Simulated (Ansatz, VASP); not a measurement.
SnSe: VASP beside Ansatz

The input INCAR:

```
  PREC = Accurate
  ENCUT = 520
  EDIFF = 1E-6
  ISMEAR = -1
  SIGMA = 0.1
  LREAL = F
  LASPH = T
  NELM = 80
  ALGO = Normal
  ISIF = 2
  LWAVE = F
  LCHARG = F
  GGA = PE
  NBANDS = 17
```

KPOINTS

```
Automatic mesh
0
Gamma
  14 14 14
```

Contents of POSCAR:

```
SnSe
1.0
    3.2675276093      0.0000000000      0.0000000000
    0.0000000000      3.2675276093      0.0000000000
    0.0000000000      0.0000000000      3.2675276093
Sn Se
1 1
Direct
    0.0000000000      0.0000000000      0.0000000000
    0.5000000000      0.5000000000      0.5000000000
```

Input for Ansatz:

```yaml
crystal:
  lattice:
    - [3.2675276093, 0.0, 0.0]
    - [0.0, 3.2675276093, 0.0]
    - [0.0, 0.0, 3.2675276093]
  atoms:
    - { symbol: Sn, position: [0.0, 0.0, 0.0] }
    - { symbol: Se, position: [0.5, 0.5, 0.5] }
kpoints:
  mp_grid: { grid: [14, 14, 14] }
scf:
  occupations: { method: fermi_dirac, width: 0.1 }
hamiltonian:
  xc: pbe
  pseudopotentials: { kind: paw }
output:
  forces: true
  stress: true
  eigenvalues: true
  populations: true
```

Change from the starting cell: volume scaled by 0.7, PAW files.

Alike in both runs: task single point; functional PBE; k mesh 14 × 14 × 14; occupations fermi-dirac, width 0.1 eV; no spin polarisation.

```csv
,VASP,Ansatz
version,VASP 6.6.1,Ansatz 0.2.0
potentials or method,"VASP PAW PBE potentials, release 64 (Sn_d, Se)","PAW with Ansatz's default frozen-core files, scalar-relativistic"
plane-wave cutoff (eV),520,420
valence electrons in the cell,20,30
```

VASP gave:

| Quantity | Value |
| --- | --- |
| pressure (GPa) | 39.1 |

Q: What did Ansatz give for the same quantities?

A: Pressure (GPa): 38.9.

The two sets of potentials don't hold the same shells in valence.

Caveats: so large a pressure means that the cell lies far from this level's equilibrium, or that cutoff or potentials fall short (VASP).
